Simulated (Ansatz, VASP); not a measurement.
## In27P26Se in two plane-wave programs

Aim: how closely do two programs agree when they are given the same cell, functional and k mesh? The structure shown is the end of the VASP relaxation below.

Main program and level: Ansatz 0.2.0; plane waves, with VASP 6.6.1 beside it; single point at PBEsol.

### Step 1. Set-up

The cell holds 54 atoms: 27 In, 1 Se and 26 P. Its edges and angles: a = 12.581 Å, b = 12.581 Å, c = 12.581 Å, α = 60.0°, β = 60.0°, γ = 60.0°. It derives from InP. Nearest the centre at fractional (0.250, 0.250, 0.250): Se28 at 0.03 Å, In14 at 2.71 Å, In11 at 2.71 Å, In5 at 2.75 Å, In13 at 2.75 Å, P43 at 4.20 Å, P37 at 4.20 Å, P29 at 4.20 Å. The cell carries charge +1.

### Step 2. VASP: relaxation, PBEsol

This run makes the geometry at which the two programs are then compared.

Lines of VASP's logs that name or quote its potential files are left out, and so is its time.

Input file INCAR:

```
SYSTEM = In27P26Se
PREC = Normal
ENCUT = 300
EDIFF = 1E-05
NELM = 120
ISMEAR = 0
SIGMA = 0.05
LREAL = Auto
ALGO = Fast
GGA = PS
NELECT = 216
NBANDS = 152
LORBIT = 11
LWAVE = True
LCHARG = .FALSE.
KPAR = 4
NCORE = 2
IBRION = 2
NSW = 50
ISIF = 2
EDIFFG = -0.03
POTIM = 0.4
MAXMIX = 40
ISYM = 0
```

Input file POSCAR:

```
In27P26Se
1.0
    0.0000000000      8.8963207311      8.8963207311
    8.8963207311      0.0000000000      8.8963207311
    8.8963207311      8.8963207311      0.0000000000
In Se P
27 1 26
Direct
    0.0000000000      0.0000000000      0.0000000000
    0.0000000000      0.0000000000      0.3333333300
    0.0000000000      0.0000000000      0.6666666700
    0.0000000000      0.3333333300      0.0000000000
    0.0001541500      0.3315533900      0.3326298200
    0.0000000000      0.3333333300      0.6666666700
    0.0000000000      0.6666666700      0.0000000000
    0.0000000000      0.6666666700      0.3333333300
    0.0000000000      0.6666666700      0.6666666700
    0.3333333300      0.0000000000      0.0000000000
    0.3272508200      0.0048091600      0.3356659100
    0.3333333300      0.0000000000      0.6666666700
    0.3317035500      0.3355278400      0.9960721700
    0.3299281200      0.3344345900      0.3325997000
    0.3333333300      0.3333333300      0.6666666700
    0.3333333300      0.6666666700      0.0000000000
    0.3333333300      0.6666666700      0.3333333300
    0.3333333300      0.6666666700      0.6666666700
    0.6666666700      0.0000000000      0.0000000000
    0.6666666700      0.0000000000      0.3333333300
    0.6666666700      0.0000000000      0.6666666700
    0.6666666700      0.3333333300      0.0000000000
    0.6666666700      0.3333333300      0.3333333300
    0.6666666700      0.3333333300      0.6666666700
    0.6666666700      0.6666666700      0.0000000000
    0.6666666700      0.6666666700      0.3333333300
    0.6666666700      0.6666666700      0.6666666700
    0.2449086100      0.2510610900      0.2495918800
    0.2500000000      0.2500000000      0.5833333300
    0.2500000000      0.2500000000      0.9166666700
    0.2500000000      0.5833333300      0.2500000000
    0.2500000000      0.5833333300      0.5833333300
    0.2500000000      0.5833333300      0.9166666700
    0.2500000000      0.9166666700      0.2500000000
    0.2500000000      0.9166666700      0.5833333300
    0.2500000000      0.9166666700      0.9166666700
    0.5833333300      0.2500000000      0.2500000000
    0.5833333300      0.2500000000      0.5833333300
    0.5833333300      0.2500000000      0.9166666700
    0.5833333300      0.5833333300      0.2500000000
    0.5833333300      0.5833333300      0.5833333300
    0.5833333300      0.5833333300      0.9166666700
    0.5833333300      0.9166666700      0.2500000000
    0.5833333300      0.9166666700      0.5833333300
    0.5833333300      0.9166666700      0.9166666700
    0.9166666700      0.2500000000      0.2500000000
    0.9166666700      0.2500000000      0.5833333300
    0.9166666700      0.2500000000      0.9166666700
    0.9166666700      0.5833333300      0.2500000000
    0.9166666700      0.5833333300      0.5833333300
    0.9166666700      0.5833333300      0.9166666700
    0.9166666700      0.9166666700      0.2500000000
    0.9166666700      0.9166666700      0.5833333300
    0.9166666700      0.9166666700      0.9166666700
```

Input file KPOINTS:

```
Automatic mesh
0
Gamma
2 2 2
0 0 0
```

Potentials, in the order of the species: In, Se and P (PBE family, release 64).

The run is started by

```sh
mpirun -np 8 vasp_std
```

Numbers of over 12 decimals in the logs are rounded to 6 here.

The log of the run:

```text
[banner, memory and clock lines left out]
running    8 mpi-ranks, on    1 nodes
[...]
|                                                                             |
|               ----> ADVICE to this user running VASP <----                  |
|                                                                             |
|     You enforced a specific xc type in the INCAR file but a different       |
|     [... a line on the potential file left out ...]
|     I HOPE YOU KNOW WHAT YOU ARE DOING!                                     |
|                                                                             |

 LDA part: xc-table for (Slater+PW92), standard interpolation
 POSCAR, INCAR and KPOINTS ok, starting setup
[...]
entering main loop
       N       E                     dE             d eps       ncg     rms          rms(c)
DAV:   1     0.653039892896E+03    0.65304E+03   -0.55150E+04  2432   0.729E+02
DAV:   2    -0.183696916944E+03   -0.83674E+03   -0.80078E+03  2936   0.148E+02
[...]
RMM:   8    -0.246320943213E+03    0.29592E+00   -0.32856E+00  2432   0.284E+00    0.146E+00
RMM:   9    -0.246262450491E+03    0.58493E-01   -0.38617E-01  2458   0.109E+00    0.817E-01
[...]
RMM:  13    -0.246266977390E+03   -0.11928E-03   -0.12105E-03  2454   0.679E-02    0.953E-02
RMM:  14    -0.246266988348E+03   -0.10959E-04   -0.26291E-04  2473   0.325E-02    0.603E-02
RMM:  15    -0.246266995592E+03   -0.72436E-05   -0.92302E-05  2265   0.176E-02
   1 F= -.24626700E+03 E0= -.24626700E+03  d E =-.246267E+03
[... from here on, the cycles between the ionic steps are left out ...]
   2 F= -.24669274E+03 E0= -.24669274E+03  d E =-.425745E+00
   3 F= -.24680729E+03 E0= -.24680729E+03  d E =-.540291E+00
   4 F= -.24685996E+03 E0= -.24685996E+03  d E =-.526764E-01
   5 F= -.24688412E+03 E0= -.24688412E+03  d E =-.768331E-01
   6 F= -.24688878E+03 E0= -.24688878E+03  d E =-.466550E-02
   7 F= -.24688978E+03 E0= -.24688978E+03  d E =-.566042E-02
   8 F= -.24689049E+03 E0= -.24689049E+03  d E =-.709099E-03
 trial-energy change:   -0.000709  1 .order   -0.000684   -0.000954   -0.000414
 step:   3.0174(harm=  3.0174)  dis= 0.00342  next Energy=  -246.890623 (dE=-0.843E-03)
 reached required accuracy - stopping structural energy minimisation
 writing wavefunctions
```

Parts of OUTCAR (step 2):

```text
  Total       -6.9343885     -6.9064588     -6.9293137     -0.0040786      0.0151101     -0.0468472
  in kB       -7.8896450     -7.8578678     -7.8838711     -0.0046405      0.0171916     -0.0533007
  external PRESSURE =      -7.8771280 kB  Pullay stress =       0.0000000 kB

 POSITION                                       TOTAL-FORCE (eV/Angst)
 -----------------------------------------------------------------------------------
      8.89667      8.89656     17.79213         0.000101      0.000484      0.000733
     11.86242     11.86517     17.77006         0.008457     -0.000999     -0.000515
     14.82660     14.82375     17.76985        -0.001852     -0.005508     -0.000785
     11.86463     17.76932     11.86427         0.002769      0.004118     -0.000236
      6.02694     11.75642     11.75664        -0.002059      0.008098      0.014553
      8.91544     14.82380     11.86541        -0.000220     -0.010442      0.000926
     14.82540     17.77233     14.82257        -0.005461     -0.000360     -0.006079
      8.91530     11.86384     14.82266         0.000103      0.001921     -0.009255
     11.86359     14.82463     14.82516        -0.006065      0.006290      0.006325
     17.77312     11.86812     11.86426         0.001624      0.000367      0.005893
     11.78623      6.01255     11.76931        -0.013178      0.007398     -0.003799
     14.82547      8.91632     11.86749        -0.005087      0.000978      0.000883
     11.76069     11.75141      6.02850         0.015701      0.017842     -0.013207
      6.01735      6.00471      6.01332         0.004300      0.009553      0.010731
[...]
-----------------------------------------------------------------------------------
    total drift:                               -0.004295     -0.009555     -0.026027

  FREE ENERGIE OF THE ION-ELECTRON SYSTEM (eV)
  ---------------------------------------------------
  free  energy   TOTEN  =      -246.8904890061 eV

  energy  without entropy=     -246.8904890060  energy(sigma->0) =     -246.89048901

 reached required accuracy - stopping structural energy minimisation

[... 2 further parts left out ...]
```

The cell is charged against a uniform background.

(Part 1 of 2 ends here.)

[Lines on the potential files, build, host, timing and source positions are cut from VASP's logs without a mark.]

[Logs are printed without paths, hosts, clocks, repeated set-up lines and the standing remarks that a program may print on its own settings, such as how far it seeks lower states.]

[Hosts, paths, dates, database ids (printed as entryN), source tags and the programs' standing remarks are cut or masked in the printed files.]
